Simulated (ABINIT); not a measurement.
The system is Pt.

```
Pt
1.0
     2.76067    0.00000    0.00000
    -1.38033    2.39081    0.00000
     0.00000    0.00000    4.79213
Pt
2
Direct
  0.33333 0.66667 0.25000
  0.66667 0.33333 0.75000
```

This isn't the form of Pt at room conditions, which is fcc.

* Program: ABINIT 10.8.3 (patched build)
* Task: single point
* Functional: PBE
* Potentials or basis: JTH PAW PBE v2.0
* Cutoff: 435 eV
* k mesh: 11 × 11 × 6
* Occupations: fermi-dirac, width 0.05 eV
* Spin: no spin polarisation

On this cell: pressure 0.0 GPa; largest force under 0.003 eV/Å; band gap on the k mesh none (metal or under the smearing width).

The same run follows on a disturbed copy (atoms moved at random, drawn with an rms of 0.05 Å):

```
Pt
1.0
     2.76067    0.00000    0.00000
    -1.38033    2.39081    0.00000
     0.00000    0.00000    4.79213
Pt
2
Direct
  0.32844 0.68797 0.25286
  0.67332 0.32279 0.74338
```

Question: What changes?

Answer: The energy (extrapolated to zero smearing) moves by +3.1 meV/atom; pressure 0.3 GPa; largest force 0.464 eV/Å; band gap on the k mesh none (metal or under the smearing width).

Forces in eV/Å, atoms in the order of the input:
```
Pt  -0.064  0.023 -0.459
Pt   0.064 -0.023  0.459
```

Stress tensor (GPa, compression positive):
```
 0.64  0.14 -0.15
 0.14  1.28  0.21
-0.15  0.21 -0.87
```
